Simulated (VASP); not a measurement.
**How U changes free-standing triangular Ru monolayer, spacing 3.288 A**

Aim: follow the moments and the gap of free-standing triangular Ru monolayer, spacing 3.288 A as U grows.

Program: VASP 6.6.1. Level of theory: r2SCAN, spin-polarised from a ferromagnetic start; plane waves and PAW (Ru), in the first sound run; inputs show where later runs differ. Results are calculated unless marked as measured.

This is a report of a sequence of runs, with most program output left out.

## Step 1: Set-up

The cell holds 2 atoms: 2 Ru. Its edges and angles: a = 6.576 Å, b = 3.288 Å, c = 14.000 Å, α = 90.0°, β = 90.0°, γ = 120.0°. It derives from Ru (free-standing triangular Ru monolayer, spacing 3.288 A), repeated 2×1×1. model lattice. Vacuum lies along c.

Coordinates:

```xyz
2
Lattice="6.5760 0.0000 0.0000 -1.6440 2.8475 0.0000 0.0000 0.0000 14.0000" Properties=species:S:1:pos:R:3
Ru    0.0000    0.0000    7.0000
Ru    3.2880    0.0000    7.0000
```

## Step 2: Series over U, start order fm, U 0

U penalises partly filled orbitals; repeating the run over U shows how far moments and gap depend on it.

INCAR reads:

```
SYSTEM = Ru
PREC = Normal
ENCUT = 350
EDIFF = 1E-06
NELM = 150
ISMEAR = 0
SIGMA = 0.1
LREAL = .FALSE.
ALGO = Normal
METAGGA = R2SCAN
LASPH = .TRUE.
NBANDS = 17
ISPIN = 2
MAGMOM = 1 1
LMAXMIX = 4
LORBIT = 11
LWAVE = .FALSE.
LCHARG = .FALSE.
KPAR = 2
AMIX = 0.2
BMIX = 1E-04
AMIX_MAG = 0.8
BMIX_MAG = 1E-04
NEDOS = 1200
```

POSCAR reads:

```
Ru
1.0
    6.5760000000      0.0000000000      0.0000000000
   -1.6440000000      2.8474920000      0.0000000000
    0.0000000000      0.0000000000     14.0000000000
Ru
2
Direct
    0.0000000000      0.0000000000      0.5000000000
    0.5000000000      0.0000000000      0.5000000000
```

KPOINTS reads:

```
Automatic mesh
0
Gamma
8 8 1
0 0 0
```

PAW data sets: Ru (PBE family, release 64).

Command:

```bash
$ mpirun -np 2 vasp_std
```

Run time: 2.5 min. Hardware: 2 MPI ranks of Intel Xeon 6975P-C (Granite Rapids), shared host; peak memory 0.52 GiB; 4.8 min of CPU time.

SCAN-type functionals tend to overstate the moments of itinerant magnets. The PAW data sets were made with PBE, which is usual practice but a small mismatch for other functionals.

This step gave:

* electronic cycles: 53
* electrons: 16
* free energy (TOTEN): -42.52 eV
* energy at zero smearing: -42.51 eV
* Fermi energy: -2.536 eV
* moment of the cell, from the last line of the log: 5.930 μB
* labelled metallic, from the levels on this mesh: yes

Spin moment in the PAW sphere by atom:

```csv
atom,spin moment in the PAW sphere (μB)
Ru1,2.88
Ru2,2.88
```

Energy at zero smearing: -42.50670 eV.

## Step 3: Series over U, start order AFM, U 0

This step: r2SCAN, spin-polarised from an antiferromagnetic start; plane waves and PAW (Ru) (VASP 6.6.1).

Edit INCAR of step 2 so:

```diff
@@ -13,3 +13,3 @@
 ISPIN = 2
-MAGMOM = 1 1
+MAGMOM = 1 -1
 LMAXMIX = 4
```

POSCAR is that of step 2.

KPOINTS is that of step 2.

Command:

```bash
$ mpirun -np 2 vasp_std
```

Elapsed: 66 s, on 2 MPI ranks; peak memory 0.5 GiB.

Numbers from this step:

- electronic cycles: 23
- free energy (TOTEN): -42.31 eV
- energy at zero smearing: -42.30 eV
- Fermi energy: -2.555 eV

Spin moment in the PAW sphere by atom:

```csv
atom,spin moment in the PAW sphere (μB)
Ru1,2.73
Ru2,-2.73
```

Energy at zero smearing: -42.30120 eV.

## Step 4: Series over U, start order fm, U 3

This step: r2SCAN, DFT+U (Ru d 3 eV), spin-polarised from a ferromagnetic start; plane waves and PAW (Ru) (VASP 6.6.1).

Edit INCAR of step 3 so:

```diff
@@ -13,3 +13,9 @@
 ISPIN = 2
-MAGMOM = 1 -1
+MAGMOM = 1 1
+LDAU = .TRUE.
+LDAUTYPE = 2
+LDAUL = 2
+LDAUU = 3
+LDAUJ = 0
+LDAUPRINT = 1
 LMAXMIX = 4
```

POSCAR is that of step 3.

KPOINTS is that of step 3.

Command:

```bash
$ mpirun -np 2 vasp_std
```

The job ended after 83 s (2 MPI ranks; peak memory 0.51 GiB).

A U on the itinerant d states of such a compound is hard to justify; it moves the bands at the Fermi level and favours large moments.

Energy at zero smearing: -38.39569 eV.

## Step 5: Series over U, start order AFM, U 3

This step: r2SCAN, DFT+U (Ru d 3 eV), spin-polarised from an antiferromagnetic start; plane waves and PAW (Ru) (VASP 6.6.1).

Edit INCAR of step 4 so:

```diff
@@ -13,3 +13,3 @@
 ISPIN = 2
-MAGMOM = 1 1
+MAGMOM = 1 -1
 LDAU = .TRUE.
```

POSCAR is that of step 4.

KPOINTS is that of step 4.

Command:

```bash
$ mpirun -np 2 vasp_std
```

The job ended after 6.7 min (2 MPI ranks; peak memory 0.53 GiB).

The electronic loop did not meet EDIFF within NELM cycles, so this run is left out of the comparison.

## Step 6: Series over U, start order fm, U 4

This step: r2SCAN, DFT+U (Ru d 4 eV), spin-polarised from a ferromagnetic start; plane waves and PAW (Ru) (VASP 6.6.1).

Edit INCAR of step 5 so:

```diff
@@ -13,3 +13,3 @@
 ISPIN = 2
-MAGMOM = 1 -1
+MAGMOM = 1 1
 LDAU = .TRUE.
@@ -17,3 +17,3 @@
 LDAUL = 2
-LDAUU = 3
+LDAUU = 4
 LDAUJ = 0
```

POSCAR is that of step 5.

KPOINTS is that of step 5.

Command:

```bash
$ mpirun -np 2 vasp_std
```

Elapsed: 2.6 min, on 2 MPI ranks; peak memory 0.53 GiB; 5 min of CPU time.

The density of states is cut at 4.0 eV, since the bands computed begin to run out above.

Energy at zero smearing: -37.36262 eV.

## Step 7: Series over U, start order AFM, U 4

This step: r2SCAN, DFT+U (Ru d 4 eV), spin-polarised from an antiferromagnetic start; plane waves and PAW (Ru) (VASP 6.6.1).

Edit INCAR of step 6 so:

```diff
@@ -13,3 +13,3 @@
 ISPIN = 2
-MAGMOM = 1 1
+MAGMOM = 1 -1
 LDAU = .TRUE.
```

POSCAR is that of step 6.

KPOINTS is that of step 6.

Command:

```bash
$ mpirun -np 2 vasp_std
```

The job ended after 7 min (2 MPI ranks; peak memory 0.53 GiB).

The electronic loop did not meet EDIFF within NELM cycles, so this run is left out of the comparison.

## Step 8: Series over U, start order fm, U 6

This step: r2SCAN, DFT+U (Ru d 6 eV), spin-polarised from a ferromagnetic start; plane waves and PAW (Ru) (VASP 6.6.1).

Edit INCAR of step 7 so:

```diff
@@ -13,3 +13,3 @@
 ISPIN = 2
-MAGMOM = 1 -1
+MAGMOM = 1 1
 LDAU = .TRUE.
@@ -17,3 +17,3 @@
 LDAUL = 2
-LDAUU = 4
+LDAUU = 6
 LDAUJ = 0
```

POSCAR is that of step 7.

KPOINTS is that of step 7.

Command:

```bash
$ mpirun -np 2 vasp_std
```

Elapsed: 1.8 min, on 2 MPI ranks; peak memory 0.52 GiB; 3.6 min of CPU time.

Energy at zero smearing: -36.28924 eV.

## Step 9: Series over U, start order AFM, U 6

This step: r2SCAN, DFT+U (Ru d 6 eV), spin-polarised from an antiferromagnetic start; plane waves and PAW (Ru) (VASP 6.6.1).

Edit INCAR of step 8 so:

```diff
@@ -13,3 +13,3 @@
 ISPIN = 2
-MAGMOM = 1 1
+MAGMOM = 1 -1
 LDAU = .TRUE.
```

POSCAR is that of step 8.

KPOINTS is that of step 8.

Command:

```bash
$ mpirun -np 2 vasp_std
```

Wall time 6.4 min (2 MPI ranks); peak memory 0.55 GiB.

The electronic loop did not meet EDIFF within NELM cycles, so this run is left out of the comparison.

## Step 10: Series over U, start order fm, U 6 (run 2)

This step: r2SCAN, DFT+U (Ru d 6 eV), spin-polarised from a ferromagnetic start; plane waves and PAW (Ru) (VASP 6.6.1).

Edit INCAR of step 9 so:

```diff
@@ -13,8 +13,8 @@
 ISPIN = 2
-MAGMOM = 1 -1
+MAGMOM = 1 1
 LDAU = .TRUE.
-LDAUTYPE = 2
+LDAUTYPE = 1
 LDAUL = 2
 LDAUU = 6
-LDAUJ = 0
+LDAUJ = 0.9
 LDAUPRINT = 1
```

POSCAR is that of step 9.

KPOINTS is that of step 9.

Command:

```bash
$ mpirun -np 2 vasp_std
```

Elapsed: 6.6 min, on 2 MPI ranks; peak memory 0.53 GiB.

The electronic loop did not meet EDIFF within NELM cycles, so this run is left out of the comparison.

## Step 11: Series over U, start order AFM, U 6 (run 2)

This step: r2SCAN, DFT+U (Ru d 6 eV), spin-polarised from an antiferromagnetic start; plane waves and PAW (Ru) (VASP 6.6.1).

Edit INCAR of step 10 so:

```diff
@@ -13,3 +13,3 @@
 ISPIN = 2
-MAGMOM = 1 1
+MAGMOM = 1 -1
 LDAU = .TRUE.
```

POSCAR is that of step 10.

KPOINTS is that of step 10.

Command:

```bash
$ mpirun -np 2 vasp_std
```

Elapsed: 6.7 min, on 2 MPI ranks; peak memory 0.53 GiB.

The electronic loop did not meet EDIFF within NELM cycles, so this run is left out of the comparison.

## Step 12: Summary

This step: DFT+U series, r2SCAN; plane waves and PAW (VASP 6.6.1).

Derived from the runs above.

Energies at different U are not comparable. U series, by row:

```csv
U (eV),J (eV),LDAUTYPE,start,energy (eV/atom),mean moment (μB),gap on the mesh (eV)
0,0,-,fm,-21.25,2.882,0
0,0,-,afm,-21.15,2.728,0
3,0,2,fm,-19.2,3.144,0
4,0,2,fm,-18.68,3.226,0
6,0,2,fm,-18.14,3.041,0
```

## Step 13: Outcome

```yaml
u_0_ev_j_0_ev_fm_start: mean size of the moments 2.88 μB
u_0_ev_j_0_ev_afm_start: mean size of the moments 2.73 μB
u_3_ev_j_0_ev_fm_start: mean size of the moments 3.14 μB
u_4_ev_j_0_ev_fm_start: mean size of the moments 3.23 μB
u_6_ev_j_0_ev_fm_start: mean size of the moments 3.04 μB
```

In words: At U = 0 eV the two starts end 0.10 eV an atom apart. So large a difference can come from other orbital or spin states as well as from the order, so the rows below need not follow one state over U. For the ferromagnetic start without J, from U = 0 to 6 eV the mean moment goes from 2.88 to 3.04 μB, the cell stays metallic. A jump between neighbouring rows can also mean that the runs ended in different spin or orbital states. U acts inside the PAW spheres, so the same number means something else in a code with other projectors.

[Lines on the potential files, build, host, timing and source positions are cut from VASP's logs without a mark.]

[Logs are printed without paths, hosts, clocks, repeated set-up lines and the standing remarks that a program may print on its own settings, such as how far it seeks lower states.]

[Hosts, paths, dates, database ids (printed as entryN), source tags and the programs' standing remarks are cut or masked in the printed files.]

[In band tables of VASP the shares of atoms and orbitals are scaled to a sum of 1 inside the atoms' spheres.]

[Runs that stopped without an error message from VASP are left out.]
